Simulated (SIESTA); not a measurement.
# AgBr under changes of volume

One of the cells (24.116 Å³/atom); the others are scaled copies at fixed shape and fractional positions:

```
Ag Br
1.0
     0.00000    2.88916    2.88916
     2.88916    0.00000    2.88916
     2.88916    2.88916    0.00000
Ag Br
1 1
Direct
  0.00000 0.00000 0.00000
  0.50000 0.50000 0.50000
```

* Program: SIESTA 5.4.2
* Functional: PBE
* Potentials or basis: PseudoDojo 0.4 standard (PBE files)
* Basis: DZP (energy shift 0.003 Ry; two zetas on semicore shells)
* Grid cutoff: 800 Ry
* Energy shift: 0.003 Ry
* k mesh: 8 × 8 × 8
* Occupations: fermi-dirac, width 0.05 eV
* Spin: no spin polarisation

| volume (Å³/atom) | energy over the lowest point (meV/atom) | pressure (GPa) |
| --- | --- | --- |
| 22.225 | ? | ? |
| 22.698 | 30.30 | 4.9 |
| 23.171 | 17.90 | 3.6 |
| 24.116 | 3.26 | 1.4 |
| 24.589 | 0.45 | 0.5 |
| 25.062 | 0.00 | -0.2 |

**Question.** What does the run at 22.225 Å³/atom give?

**Answer.** Energy over the lowest point 46.78 meV/atom; pressure 6.3 GPa.

Worked out: A Birch-Murnaghan fit of order 3 (a polynomial in V^(-2/3)) to the other rows has its minimum at 24.90 Å³/atom with B0 = V·E''(V) = 41 GPa and B' = 5.1. It gives 46.73 meV/atom at 22.225 Å³/atom, against the run's 46.78, and -dE/dV = 6.3 GPa, against 6.3.

Energies are extrapolated to zero smearing.

Caveats: short orbitals over semicore shells can move pressures by several GPa; the basis of atomic orbitals isn't converged, which shifts pressures, moduli and gaps.
